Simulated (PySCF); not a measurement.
Below is a simulated gas-phase C 1s photoelectron spectrum of phenolate (`[O-]c1ccccc1`).

Every computed line was given a Gaussian of 0.7 eV full width at half maximum and an area set by the number of equivalent atoms; the highest printed point is 100. Method: delta-SCF UKS SCAN, pcX-2 on the ionised atom, pcseg-1 elsewhere, spin-free X2C (PySCF).

binding energy (eV), intensity and a bar:
```
    283.3          0 
    283.4          0 
    283.5          1 
    283.6          3 #
    283.7          7 ##
    283.8         14 ####
    283.9         25 ########
    284.0         41 ############
    284.1         59 ##################
    284.2         77 #######################
    284.3         92 ############################
    284.4        100 ##############################
    284.5        100 ##############################
    284.6         94 ############################
    284.7         85 #########################
    284.8         76 #######################
    284.9         72 ######################
    285.0         73 ######################
    285.1         77 #######################
    285.2         80 ########################
    285.3         79 ########################
    285.4         72 #####################
    285.5         60 ##################
    285.6         46 ##############
    285.7         35 ###########
    285.8         29 #########
    285.9         28 ########
    286.0         31 #########
    286.1         35 ###########
    286.2         38 ###########
    286.3         37 ###########
    286.4         32 ##########
    286.5         25 ########
    286.6         18 #####
    286.7         11 ###
    286.8          6 ##
    286.9          3 #
    287.0          1 
    287.1          1 
    287.2          0
```

**Question.** Count the maxima, the lines and the sites behind this envelope.

**Answer.** The curve has 3 maxima (at 284.4, 285.2 and 286.2 eV). Under it lie 4 lines from 4 inequivalent carbon sites. At this width some lines have no maximum of their own.

**Question.** Decompose the envelope and assign each component. Numbering: `[O-:1][c:2]1[cH:3][cH:4][cH:5][cH:6][cH:7]1`.

**Answer.** 
```
position (eV)  relative area  line  atoms                     environment
       284.35              2  C 1s  C3/C7              aromatic CH carbon
       284.66              1  C 1s     C5              aromatic CH carbon
       285.28              2  C 1s  C4/C6              aromatic CH carbon
       286.24              1  C 1s     C2  aromatic carbon bearing oxygen
```

Lowest listed C 1s: C3/C7, bonded to 2 C (aromatic in the SMILES) and H. Highest, 1.89 eV above it: C2, bonded to O and 2 C (aromatic in the SMILES). Summing the Pauling electronegativity differences to the bonded atoms, each weighted by its formal bond order, gives -0.35 for the lowest site and +0.89 for the highest; no listed site has a larger sum than the highest.

Shake-up satellites, vibrational structure and lifetime widths aren't simulated. Atoms equivalent by their bonding share one computed value, that of the first of them. The unrestricted hole states depart most from a pure doublet (⟨S²⟩ = 0.75; over 0.85 named) for C 1s of C2 (0.93) and C 1s of C4/C6 (0.91), which makes these values less certain. The species carries charge -1, so core ionisation leaves a neutral species. The basis sets have no added diffuse functions. Geometry: GFN2-xTB; no solvent, vibrations or thermal averaging.

On one thread of an Arm Neoverse V1, no GPU, shared host, this took 67 s of wall time.
